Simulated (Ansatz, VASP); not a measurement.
## Ge: VASP beside Ansatz

```xyz
2
Lattice="0.0000 2.8289 2.8289 2.8289 0.0000 2.8289 2.8289 2.8289 0.0000" Properties=species:S:1:pos:R:3 pbc="T T T"
Ge    4.2434    4.2434    4.2434
Ge    2.8289    2.8289    2.8289
```

Alike in both runs: task single point; functional PBE; k mesh 8 × 8 × 8; occupations gaussian, width 0.03 eV; no spin polarisation.

|  | VASP | Ansatz |
| --- | --- | --- |
| version | VASP 6.6.1 | Ansatz 0.2.0 |
| potentials or method | VASP PAW PBE potentials, release 64 (Ge_d) | Ansatz PAW |
| plane-wave cutoff (eV) | 520 | 420 |
| valence electrons in the cell | 28 | 28 |

```tsv
	VASP	Ansatz	Ansatz less VASP
gap on the k mesh at the Fermi level (eV)	0.03	0.03	-0.005
least direct gap on the mesh (eV)	0.03	0.03	-0.005
pressure (GPa)	3.5	3.6	+0.12
```

The functional is the same, so the differences come from potentials, cutoffs and numerics.

A k mesh can miss the band edges. Expect the measured gap to be larger: semilocal functionals such as PBE lack the derivative discontinuity.
